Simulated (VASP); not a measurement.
Wanted: the native input for a VASP 6.6.1 run.

| Item | Value |
| --- | --- |
| Task | relaxation of the atoms |
| Functional | PBE |
| Potentials or basis | VASP PAW PBE potentials, release 64 (K_pv, I) |
| Cutoff | 300 eV |
| k mesh | 4 × 4 × 4 |
| Occupations | gaussian, width 0.03 eV |
| Spin | no spin polarisation |
| Further INCAR settings | ALGO = Normal; EDIFF = 1e-07; IBRION = 2; EDIFFG = -0.01; NSW = 40 |

The structure of KI lies in POSCAR:

```
KI                                      
1.0
    0.0000000000      3.5821511117      3.5821511117
    3.5821511117      0.0000000000      3.5821511117
    3.5821511117      3.5821511117      0.0000000000
  K               I             
     1     1
Direct
     0.0000000000000000    0.0000000000000000    0.0000000000000000
     0.5000000000000000    0.5000000000000000    0.5000000000000000
```

The cell isn't the ideal one: a relaxed cell with its volume scaled by 0.98.

The input as run:

INCAR

```
SYSTEM = KI
ALGO     = Normal         ! electronic algorithm
EDIFF    = 1E-7           ! SCF threshold, eV
EDIFFG   = -0.01          ! ionic threshold
ENCUT    = 300            ! plane-wave cutoff, eV
GGA      = PE             ! functional
IBRION   = 2              ! ionic algorithm
ISIF     = 2              ! what is computed and relaxed
ISMEAR   = 0              ! smearing method
LASPH    = .True.         ! aspherical terms in the spheres
LCHARG   = .False.        ! write CHGCAR
LREAL    = .False.        ! projectors in reciprocal space
LWAVE    = .False.        ! write WAVECAR
NELM     = 80             ! most SCF steps
NSW      = 40             ! ionic steps
PREC     = Accurate       ! precision mode
SIGMA    = 0.03           ! smearing width, eV
```

KPOINTS

```
k-points
0
Gamma
  4 4 4
  0 0 0
```

Potentials or basis: VASP PAW PBE potentials, release 64 (K_pv, I).

Launch:

```sh
$ cat potpaw_PBE.64/K_pv/POTCAR potpaw_PBE.64/I/POTCAR > POTCAR
$ mpirun -np 1 vasp_std > vasp.out
```

It gave:

* Pressure after relaxing: 0.2 GPa
* Band gap on the k mesh: 3.86 eV, direct

Caveat: the relaxation stopped at its first step, so nothing moved; spin-orbit coupling is left out, which moves the levels of the heavy elements.

Run time: 7.4 s on 1 thread of AMD EPYC 7R13 Processor (Zen 3), on a shared host, peak memory 0.13 GiB.
